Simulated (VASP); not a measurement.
The system is CaO.

```xyz
4
Lattice="-1.5530 1.5530 5.8213 1.5530 -1.5530 5.8213 1.5530 1.5530 -5.8213" Properties=species:S:1:pos:R:3 pbc="T T T"
Ca    0.0000    0.0000    0.4932
Ca    0.0000    1.5530    3.4038
O     0.0000    0.0000    5.3281
O     1.5530    0.0000    2.4175
```

The cell was built by a generator and needn't be a form met in nature.

| Property | Result |
| --- | --- |
| Program | VASP 6.6.1 |
| Task | relaxation of cell and atoms |
| Functional | PBEsol |
| Dispersion | rVV10 |
| Potentials or basis | VASP PAW PBE potentials, release 64 (Ca_sv, O) |
| Cutoff | 600 eV |
| k mesh | 9 × 9 × 9 |
| Occupations | fermi-dirac, width 0.05 eV |
| Spin | no spin polarisation |

At the start: pressure -4.3 GPa; volume 14.04 Å³/atom.

Question: Where does the relaxation end?

Answer: Over 5 steps the energy falls by 8.3 meV/atom and the volume is 13.44 Å³/atom (-4.3 %); space group I4_1md (No. 109, to 0.05 Å).

Step by step:
```tsv
step	energy change (eV)	largest force (eV/Å)	pressure (GPa)	volume (Å³)
1	0.0000	0.0100	-4.29	56.16
2	-0.0297	0.0612	1.39	53.15
3	-0.0325	0.0439	-0.01	53.81
4	-0.0330	0.0297	0.02	53.79
5	-0.0331	0.0156	0.03	53.76
```

Final structure:
```cif
data_structure
_symmetry_space_group_name_H-M 'P 1'
_symmetry_Int_Tables_number 1
_cell_length_a 6.1214
_cell_length_b 6.1214
_cell_length_c 6.1214
_cell_angle_alpha 151.010
_cell_angle_beta 151.010
_cell_angle_gamma 41.460
_cell_volume 53.76
loop_
_atom_site_label
_atom_site_type_symbol
_atom_site_fract_x
_atom_site_fract_y
_atom_site_fract_z
_atom_site_occupancy
Ca1 Ca 0.04267 0.04267 0.00000 1
Ca2 Ca 0.79267 0.29267 0.50000 1
O1 O 0.45733 0.45733 0.00000 1
O2 O 0.20733 0.70733 0.50000 1
```

Caveat: the PAW data sets were made with another functional, which shifts forces and pressure a little.
